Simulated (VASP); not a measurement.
Input of a VASP 6.6.1 run:

INCAR

```
SYSTEM = WC
  PREC = Accurate
  ENCUT = 600
  EDIFF = 1E-7
  ISMEAR = 1
  SIGMA = 0.1
  LREAL = .FALSE.
  LASPH = .TRUE.
  NELM = 80
  ALGO = Normal
  ISIF = 3
  LWAVE = .FALSE.
  LCHARG = .FALSE.
  GGA = PS
  IBRION = 2
  NSW = 90
  EDIFFG = -0.005
  KPAR = 2
```

KPOINTS

```
regular mesh
0
G
  15 15 13
  0 0 0
```

File POSCAR:

```
WC                                      
1.0
    2.9012760179      0.0000000000     -0.0000000000
   -1.4506380090      2.5125787349      0.0000000000
   -0.0000000000     -0.0000000000      2.8302844990
  W               C             
     1     1
Direct
     0.0000000000000000    0.0000000000000000    0.0000000000000000
     0.6666666667000030    0.3333333332999970    0.5000000000000000
```

Potentials or basis: VASP PAW PBE potentials, release 64 (W_sv, C).

The run is started by

```sh
$ cat potpaw_PBE.64/W_sv/POTCAR potpaw_PBE.64/C/POTCAR > POTCAR
$ mpirun -np 2 vasp_std > vasp.out
```

**Question.** What does it give for the band gap on the k mesh?

**Answer.** None (metal or under the smearing width).

Final structure:
```cif
data_structure
_symmetry_space_group_name_H-M 'P 1'
_symmetry_Int_Tables_number 1
_cell_length_a 2.9010
_cell_length_b 2.9010
_cell_length_c 2.8306
_cell_angle_alpha 90.000
_cell_angle_beta 90.000
_cell_angle_gamma 120.000
_cell_volume 20.63
loop_
_atom_site_label
_atom_site_type_symbol
_atom_site_fract_x
_atom_site_fract_y
_atom_site_fract_z
_atom_site_occupancy
W1 W 0.00000 0.00000 0.00000 1
C1 C 0.66667 0.33333 0.50000 1
```

 The run has no spin-orbit coupling, so splittings on W are missing.
